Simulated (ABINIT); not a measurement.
## Cr in ABINIT: convergence with cutoff

Crystal: Cr.

```
Cr
1.0
    -1.48445    1.48445    1.48445
     1.48445   -1.48445    1.48445
     1.48445    1.48445   -1.48445
Cr
1
Direct
  0.00000 0.00000 0.00000
```

```yaml
Program: ABINIT 10.8.3 (patched build)
Task: single point
Functional: RPBE
Potentials_or_basis: PseudoDojo NC SR PBE v0.5 stringent
Cutoff: 653 eV
k_mesh: 8 × 8 × 8
Occupations: fermi-dirac, width 0.1 eV
Spin: collinear spin, ferromagnetic start
Starting_moments: "[3.0] μB"
```

These are the settings of the first run; the series varies cutoff, with any setting tied to it.

Hardware: 1 thread of Arm Neoverse V1 (shared host).

| cutoff | energy less the tightest run, at zero smearing (meV/atom) | pressure (GPa) | SCF cycles | CPU time (s) | peak memory (GiB) |
| --- | --- | --- | --- | --- | --- |
| 24 Ha | 15381.11 | -477.27 | 11 | 11 | 0.06 |
| 30 Ha | 6113.85 | -282.21 | 12 | 14 | 0.06 |
| 36 Ha | 1839.43 | -136.43 | 12 | 23 | 0.07 |
| 42 Ha | 487.44 | -63.22 | 12 | 26 | 0.07 |
| 51 Ha | 32.87 | -24.98 | 12 | 31 | 0.08 |
| 60 Ha | 0.98 | -20.28 | 13 | 48 | 0.09 |
| 69 Ha | 0.44 | -20.13 | 13 | 65 | 0.11 |
| 81 Ha | 0.14 | -20.13 | 13 | 73 | 0.11 |
| 96 Ha | 0.00 | -20.13 | 13 | 98 | 0.14 |

Against the tightest run, the energy stays within 1 meV/atom from 60 Ha on; the pressure stays within 0.1 GPa from 69 Ha on. The tightest run that finished is the yardstick and may itself not be fully converged.

Caveat, for the tightest run too: the k mesh is coarse (spacing up to 0.37 Å⁻¹), so the values aren't converged; the starting moments collapsed, and a magnetic state may lie lower; so large a pressure means that the cell lies far from this level's equilibrium, or that cutoff or potentials fall short; the potentials were made for another functional, which shifts forces and pressure.
